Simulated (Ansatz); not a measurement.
# GaN: the cost of one run

Method: DFT PBE, scalar-relativistic, plane waves, PAW, in Ansatz 0.2.0.

1 further run of the same task is left out (it didn't finish).

## 1. The structure to begin with

It takes space group F-43m (No. 216, cubic). Conventional cell: a = 4.549 Å, b = 4.549 Å, c = 4.549 Å, α = 90.00°, β = 90.00°, γ = 90.00°. Around Ga (site symmetry -43m) lie 4 N at 1.97 Å. N (site symmetry -43m) is surrounded by 4 Ga at 1.97 Å.

Structure file:

```
Ga N
1.0
     0.00000    2.27435    2.27435
     2.27435    0.00000    2.27435
     2.27435    2.27435    0.00000
Ga N
1 1
Direct
  0.00000 0.00000 0.00000
  0.75000 0.75000 0.75000
```

It goes back to an entry of the Materials Project.

This cell was relaxed beforehand with the same method: volume 11.76 Å³/atom, gap on the mesh 1.54 eV.

## 2. The scan

The energy is mapped over a normal mode and a strain (zone-centre modes of the cell shown, which folds in the wave vector (0, 1/2, 1/2) of the primitive cell).

The axes are (1) amplitude of mode 4 (185 cm⁻¹), largest displacement in the unstrained cell: 7 values from −0.179 Å; (2) equal normal strain along x and y: 7 values from −4.00 %.

Nothing else is relaxed (the pattern is fixed in fractional coordinates). Energies count from the relaxed high-symmetry cell. Points are written as (first, second).

The modes come from a phonon run on the reference cell, made beforehand.

The patterns, per unit of each coordinate (Å):

```tsv
atom	x1	y1	z1
Ga1	0.000	0.000	1.000
Ga2	0.000	0.000	-1.000
N3	0.000	0.570	0.000
N4	0.000	-0.570	0.000
```

## 3. The run at (−0.060 Å, −4.00 %)

The input, input.yaml:

```yaml
crystal:
  lattice:
    - [0.0, -2.2743528144, -2.1833787018]
    - [0.0, 2.2743528144, -2.1833787018]
    - [4.3667574036, 0.0, 0.0]
  atoms:
    - { symbol: Ga, position: [0.5131246128, 0.5131246128, 0.5] }
    - { symbol: Ga, position: [-0.0131246128, -0.0131246128, 0.0] }
    - { symbol: "N", position: [0.0074858941, 0.4925141059, 0.25] }
    - { symbol: "N", position: [0.4925141059, 0.0074858941, 0.75] }
basis:
  ecutwfc: 520.0
kpoints:
  mp_grid: { grid: [8, 8, 6] }
hamiltonian:
  xc: pbe
  pseudopotentials: { kind: paw, azcp: { folder: soft_1 } }
scf:
  occupations: { method: gaussian, width: 0.05 }
output:
  forces: true
  stress: true
  eigenvalues: true
```

Launch:

```bash
$ ansatz run input.yaml --threads 1 --pin off --max-ram 2048MiB --backend cpu --events-out ev --progress --plain --runs-dir out
```

Q: Estimate wall time and peak memory on 1 thread of Arm Neoverse N1, shared host.

About 18 s, with a peak of 0.38 GiB.
